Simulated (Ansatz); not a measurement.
## Clamped-ion strain scan in ZnS

Theory: DFT r2SCAN, scalar-relativistic, plane waves, PAW (Ansatz). The runs took a 500 eV cutoff, a Γ-centred 6×6×4 mesh and Gaussian smearing (0.05 eV). No spin polarisation. Energies are free energies at this smearing, counted from the undisturbed cell; pressure is positive in compression.

The starting cell (as given, not relaxed at this level; it stands at 0.1 GPa):

```yaml
crystal:
  lattice:
    - [3.81100, 0.00000, 0.00000]
    - [-1.90550, 3.30042, 0.00000]
    - [0.00000, 0.00000, 6.23400]
  atoms:
    - { symbol: Zn, position: [0.33333, 0.66667, 0.00000] }
    - { symbol: Zn, position: [0.66667, 0.33333, 0.50000] }
    - { symbol: S, position: [0.33333, 0.66667, 0.38500] }
    - { symbol: S, position: [0.66667, 0.33333, 0.88500] }
```

The cell is strained by ε times the Voigt pattern (1, 0, 0, 0, 0, 0) (xx, yy, zz, yz, xz, xy; engineering shear) with fractional coordinates fixed.

```tsv
ε	ΔE (meV/atom)	stress summed along the pattern (GPa, tension positive)	pressure (GPa)	gap on the mesh (eV)
-0.0400	22.4	-8.77	4.0	2.86
-0.0300	13.0	-6.54	2.9	2.86
-0.0200	6.3	-4.46	1.9	2.85
-0.0100	?	-2.54	?	2.84
0.0000	0.0	-0.77	0.1	2.82
0.0100	0.1	0.87	-0.7	2.76
0.0200	2.1	?	?	2.70
0.0300	5.8	3.76	-2.1	2.64
0.0350	8.3	?	?	2.61
0.0400	11.2	5.04	-2.7	2.58
```

(1) Give the withheld values.

## Answers

(1) ΔE (meV/atom) at ε = -0.0100: 2.0; pressure (GPa) at ε = -0.0100: 1.0; stress summed along the pattern (GPa, tension positive) at ε = 0.0200: 2.38; pressure (GPa) at ε = 0.0200: -1.4; stress summed along the pattern (GPa, tension positive) at ε = 0.0350: 4.41; pressure (GPa) at ε = 0.0350: -2.4.